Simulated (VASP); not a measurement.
# Nb: single point with LDA

The system is Nb.

```
Nb
1.0
    -1.66395    1.66395    1.66395
     1.66395   -1.66395    1.66395
     1.66395    1.66395   -1.66395
Nb
1
Cartesian
  0.0000 0.0000 0.0000
```

```
Program                : VASP 6.6.1
Task                   : single point
Functional             : LDA
Potentials or basis    : VASP PAW LDA potentials, release 64 (Nb_sv_GW)
Cutoff                 : 550 eV
k mesh                 : 11 × 11 × 11
Occupations            : gaussian, width 0.1 eV
Spin                   : no spin polarisation
Further INCAR settings : ALGO = Normal; EDIFF = 1.00e-06; NBANDS = 12
```

| Item | Value |
| --- | --- |
| Pressure | -12.3 GPa |
| Band gap on the k mesh | none (metal or under the smearing width) |

Levels at points of the mesh, in eV from the Fermi level:
```csv
k point,band 2,band 3,band 4,band 5,band 6,band 7,band 8,band 9,band 10,band 11
"(0.00, 0.00, 0.00)",-29.54,-29.54,-29.54,-5.80,0.39,0.39,0.39,3.21,3.21,14.15
```

Wall time 10 s on 1 thread of AMD EPYC 9R45 (Zen 5), with other jobs on the host, peak memory 0.11 GiB.
